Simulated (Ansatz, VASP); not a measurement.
ZnO in VASP and in Ansatz

INCAR

```
SYSTEM = ZnO
ALGO = Normal
EDIFF = 1E-6
ENCUT = 520
GGA = PS
ISIF = 2
ISMEAR = 0
LASPH = .True.
LCHARG = .False.
LREAL = .False.
LWAVE = .False.
NBANDS = 26
NELM = 80
PREC = Accurate
SIGMA = 0.05
```

Contents of KPOINTS:

```
k-points
0
Gamma
  9 9 6
  0 0 0
```

POSCAR

```
ZnO
1.0
    3.0869287877      0.0000000000      0.0000000000
   -1.5434643938      2.6733587498      0.0000000000
    0.0000000000      0.0000000000      5.4639900000
Zn O
2 2
Direct
    0.3333333333      0.6666666667      0.0000000000
    0.6666666667      0.3333333333      0.5000000000
    0.3333333333      0.6666666667      0.3821000000
    0.6666666667      0.3333333333      0.8821000000
```

Input for Ansatz:

```yaml
crystal:
  lattice:
    - [3.0869287877, 0.0, 0.0]
    - [-1.5434643938, 2.6733587498, 0.0]
    - [0.0, 0.0, 5.46399]
  atoms:
    - { symbol: Zn, position: [0.3333333333, 0.6666666667, 0.0] }
    - { symbol: Zn, position: [0.6666666667, 0.3333333333, 0.5] }
    - { symbol: O, position: [0.3333333333, 0.6666666667, 0.3821] }
    - { symbol: O, position: [0.6666666667, 0.3333333333, 0.8821] }
basis:
  ecutwfc: 420
kpoints:
  mp_grid: { grid: [9, 9, 6] }
hamiltonian:
  xc: pbesol
scf:
  occupations: { method: gaussian, width: 0.05 }
output:
  forces: true
  stress: true
  eigenvalues: true
```

Change from the starting cell: strain -0.050 along x and y, +0.050 along z, atoms carried along.

Alike in both runs: task single point; functional PBEsol; k mesh 9 × 9 × 6; occupations gaussian, width 0.05 eV; no spin polarisation.

|  | VASP | Ansatz |
| --- | --- | --- |
| version | VASP 6.6.1 | Ansatz 0.2.0 |
| potentials or method | VASP PAW PBE potentials, release 64 (Zn, O) | scalar-relativistic, plane waves, PAW |
| plane-wave cutoff (eV) | 520 | 420 |
| valence electrons in the cell | 36 | 36 |

|  | VASP | Ansatz | Ansatz less VASP |
| --- | --- | --- | --- |
| gap on the k mesh at the Fermi level (eV) | 0.55 | 0.56 | +0.014 |
| least direct gap on the mesh (eV) | 0.55 | 0.56 | +0.014 |
| pressure (GPa) | 10.8 | 9.5 | -1.22 |
| largest component of the traceless stress (GPa) | 16.23 | 15.61 | -0.617 |
| rms of the force components (eV/Å) | 0.521 | 0.487 | -0.0340 |

Atom by atom the forces differ by 0.034 eV/Å (rms over components).

Caveats: the PAW data sets were made with another functional, which shifts forces and pressure a little (VASP).
